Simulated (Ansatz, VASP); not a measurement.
## Two plane-wave programs on Ir

INCAR

```
PREC     = Accurate       # precision mode
ENCUT    = 520            # plane-wave cutoff, eV
EDIFF    = 1E-7           # SCF threshold, eV
ISMEAR   = -1             # smearing method
SIGMA    = 0.1            # smearing width, eV
LREAL    = False          # projectors in reciprocal space
LASPH    = True           # aspherical terms in the spheres
NELM     = 100            # most SCF steps
ALGO     = Normal         # electronic algorithm
ISIF     = 2              # what is computed and relaxed
LWAVE    = False          # write WAVECAR
LCHARG   = True           # write CHGCAR
GGA      = B5             # functional
ALDAX    = 1.0          
AGGAX    = 1.0          
AGGAC    = 1.0          
ALDAC    = 0.0          
LELF     = True           # ELF
LVHAR    = True         
NBANDS   = 10             # bands
```

KPOINTS

```
Automatic mesh
0
Gamma
  13 13 13
```

File POSCAR:

```
Ir
1.0
    2.7180382617      0.0000000000      0.0000000000
    0.0000000000      2.7180382617      0.0000000000
    0.0000000000      0.0000000000      2.7180382617
Ir
1
Direct
    0.0000000000      0.0000000000      0.0000000000
```

Input for Ansatz:

```yaml
crystal:
  lattice:
    - [2.7180382617, 0.0, 0.0]
    - [0.0, 2.7180382617, 0.0]
    - [0.0, 0.0, 2.7180382617]
  atoms:
    - { symbol: Ir, position: [0.0, 0.0, 0.0] }
hamiltonian:
  xc: blyp
  pseudopotentials:
    kind: paw
    azcp:
      Ir: "pseudopotentials/Ir.paw.azcp"
basis:
  ecutwfc: 420
  fft_grid_basis: typed
kpoints:
  mp_grid: { grid: [13, 13, 13], shift: [0, 0, 0] }
magnetization:
  spin_polarized: false
scf:
  occupations: { method: fermi_dirac, width: 0.1 }
  lower_state_search: "off"
output:
  stress: true
```

Alike in both runs: task single point; functional BLYP; k mesh 13 × 13 × 13; occupations fermi-dirac, width 0.1 eV; no spin polarisation.

|  | VASP | Ansatz |
| --- | --- | --- |
| version | VASP 6.6.1 | Ansatz 0.2.0 |
| potentials or method | VASP PAW PBE potentials, release 64 (Ir) | plane waves (420 eV) with PAW, scalar-relativistic |
| plane-wave cutoff (eV) | 520 | 420 |
| valence electrons in the cell | 9 | 17 |

VASP gave:

```
pressure (GPa) : -16.5
```

**Question.** Estimate Ansatz's values.

**Answer.** Pressure (GPa): -17.5.

The functional is the same, so the differences come from potentials, cutoffs and numerics. The two sets of potentials don't hold the same shells in valence.

Caveats: so large a pressure means that the cell lies far from this level's equilibrium, or that cutoff or potentials fall short (VASP); the potentials were made for another functional, which shifts forces and pressure (VASP). The runs have no spin-orbit coupling, so splittings on Ir are missing.
